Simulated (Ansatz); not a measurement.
# Cd (bcc type): how the settings move a single-point run

Question: which choices in the input matter for Cd (bcc type)?

Method: reference: DFT, LDA, PAW with Ansatz's default frozen-core files, scalar-relativistic, in Ansatz 0.2.0.

1 further run of the same task is left out (set aside as unsound or not needed). Runs told in other sessions of the task aren't counted.

**1. Starting point**

Symmetry: Im-3m, No. 229, cubic system. Conventional cell: a = 3.344 Å, b = 3.344 Å, c = 3.344 Å, α = 90.00°, β = 90.00°, γ = 90.00°. Cd (site symmetry m-3m) is surrounded by 8 Cd at 2.90 Å.

As a file:

```cif
data_structure
_symmetry_space_group_name_H-M 'P 1'
_symmetry_Int_Tables_number 1
_cell_length_a 2.8958
_cell_length_b 2.8958
_cell_length_c 2.8958
_cell_angle_alpha 109.471
_cell_angle_beta 109.471
_cell_angle_gamma 109.471
_cell_volume 18.69
loop_
_atom_site_label
_atom_site_type_symbol
_atom_site_fract_x
_atom_site_fract_y
_atom_site_fract_z
_atom_site_occupancy
Cd1 Cd 0.00000 0.00000 0.00000 1
```

**2. Reference**

Input file input.yaml:

```yaml
crystal:
  lattice:
    - [-1.6718887137, 1.6718887137, 1.6718887137]
    - [1.6718887137, -1.6718887137, 1.6718887137]
    - [1.6718887137, 1.6718887137, -1.6718887137]
  atoms:
    - { symbol: Cd, position: [0.0, 0.0, 0.0] }
kpoints:
  mp_grid: { grid: [15, 15, 15] }
scf:
  occupations: { method: fermi_dirac, width: 0.1 }
hamiltonian:
  xc: lda
  pseudopotentials: { kind: paw }
output:
  forces: true
  stress: true
  eigenvalues: true
  populations: true
```

Command:

```sh
ansatz run input.yaml --threads 1 --pin off --max-ram 2048MiB --backend cpu --events-out ev --progress --plain --runs-dir out
```

**3. Changed: lower_state_search full, xc pbe**

Edit input.yaml of step 2 so:

```diff
@@ -11,4 +11,5 @@
   occupations: { method: fermi_dirac, width: 0.1 }
+  lower_state_search: full
 hamiltonian:
-  xc: lda
+  xc: pbe
   pseudopotentials: { kind: paw }
```

Q: Predict the outcome of this session. Wanted: for each run, ending; energy change; pressure; gap; force.

The runs gave:

```tsv
run	ending	energy change	pressure (GPa)	gap (eV)	force (eV/Å)	cycles	time
reference	converged	-	6.7	0.00	0.00	6	2.1 s
1: lower_state_search full, xc pbe	converged	not comparable	16.2	0.00	0.00	6	1.9 min
```

Residual by cycle in the longest SCF loop of each run; runs are numbered as in the table. The quantity is the density residual dr2, in eV.

```tsv
cycle	reference	run 1
1	0.0133	8.4e-5
2	0.00115	1.8e-5
3	5.3e-5	6.9e-7
4	9.1e-7	3.5e-8
5	4.6e-8	1.4e-9
6	1.7e-9	3.9e-11
```

Total energies don't compare across a change of functional; the pressure goes from 6.7 to 16.2 GPa. The search for lower states changed too. Cost: 1.9 min against 2.1 s.
